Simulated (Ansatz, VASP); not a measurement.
## Two plane-wave programs on Ni

Contents of INCAR:

```
SYSTEM = Ni
  PREC = Accurate
  ENCUT = 520
  EDIFF = 1E-6
  ISMEAR = -1
  SIGMA = 0.05
  LREAL = .FALSE.
  LASPH = .TRUE.
  NELM = 150
  ALGO = Normal
  ISIF = 2
  LWAVE = .FALSE.
  LCHARG = .TRUE.
  ISPIN = 2
  MAGMOM = 0 2
  LORBIT = 11
  LMAXMIX = 4
  GGA = PE
  LELF = .TRUE.
  LVHAR = .TRUE.
  NBANDS = 21
```

File KPOINTS:

```
Automatic mesh
0
G
  6 12 12
  0 0 0
```

File POSCAR:

```
Ni
1.0
    0.0000000000      3.5347000000      3.5347000000
    1.7673500000      0.0000000000      1.7673500000
    1.7673500000      1.7673500000      0.0000000000
Ni
2
Direct
    0.0000000000      0.0000000000      0.0000000000
    0.5000000000      0.0000000000      0.0000000000
```

Input for Ansatz:

```yaml
crystal:
  lattice:
    - [0.0, 3.5347, 3.5347]
    - [1.76735, 0.0, 1.76735]
    - [1.76735, 1.76735, 0.0]
  atoms:
    - { symbol: Ni, position: [0.0, 0.0, 0.0] }
    - { symbol: Ni, position: [0.5, 0.0, 0.0], spin: 2.0 }
magnetization:
  spin_polarized: true
hamiltonian:
  xc: pbe
  pseudopotentials: { kind: paw }
basis:
  ecutwfc: 420
kpoints:
  mp_grid: { grid: [6, 12, 12] }
scf:
  occupations: { method: fermi_dirac, width: 0.05 }
  lower_state_search: "off"
output:
  forces: true
  stress: true
```

Alike in both runs: task single point; functional PBE; k mesh 6 × 12 × 12; occupations fermi-dirac, width 0.05 eV; collinear spin.

```csv
,VASP,Ansatz
version,VASP 6.6.1,Ansatz 0.2.0
potentials or method,"VASP PAW PBE potentials, release 64 (Ni)","PAW, plane waves, scalar-relativistic"
plane-wave cutoff (eV),520,420
valence electrons in the cell,20,36
```

```csv
,VASP,Ansatz,Ansatz less VASP
pressure (GPa),-2.2,-2.2,-0.01
net moment per atom (μB),0.68,0.69,+0.013
size of the moment on the site where the two differ most (μB),0.69,0.73,+0.042
```

Site moments also hang on the region over which each program counts them. The two sets of potentials don't hold the same shells in valence.
